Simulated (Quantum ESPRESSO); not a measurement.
**Si2Ni under changes of volume**

One of the cells (13.166 Å³/atom); the others are scaled copies at fixed shape and fractional positions:

```
Ni Si
1.0
     0.00000    2.70300    2.70300
     2.70300    0.00000    2.70300
     2.70300    2.70300    0.00000
Ni Si
1 2
Direct
  0.00000 0.00000 0.00000
  0.75000 0.75000 0.75000
  0.25000 0.25000 0.25000
```

| Quantity | Value |
| --- | --- |
| Program | Quantum ESPRESSO 7.5 |
| Functional | PBE |
| Potentials or basis | SG15 PBE 1.2 |
| Cutoff | 952 eV |
| Density cutoff | 3810 eV |
| k mesh | 9 × 9 × 9 |
| Occupations | fermi-dirac, width 0.05 eV |
| Spin | collinear spin, ferromagnetic start |
| Starting moments | [1.0, 0.0, 0.0] μB |

| volume (Å³/atom) | energy over the lowest point (meV/atom) | pressure (GPa) |
| --- | --- | --- |
| 12.376 | 55.55 | 15.9 |
| 12.639 | 32.79 | 11.8 |
| 12.902 | 16.34 | 8.1 |
| 13.166 | ? | ? |
| 13.429 | 0.41 | 1.6 |
| 13.692 | 0.00 | -1.2 |
| 13.956 | 4.06 | -3.8 |

Q: What does the run at 13.166 Å³/atom give?

A: Energy over the lowest point 5.71 meV/atom; pressure 4.7 GPa.

Worked out: A Birch-Murnaghan fit of order 3 (a polynomial in V^(-2/3)) to the other rows has its minimum at 13.58 Å³/atom with B0 = V·E''(V) = 145 GPa and B' = 3.5. It gives 5.70 meV/atom at 13.166 Å³/atom, against the run's 5.71, and -dE/dV = 4.8 GPa, against 4.7.

Energies are extrapolated to zero smearing.
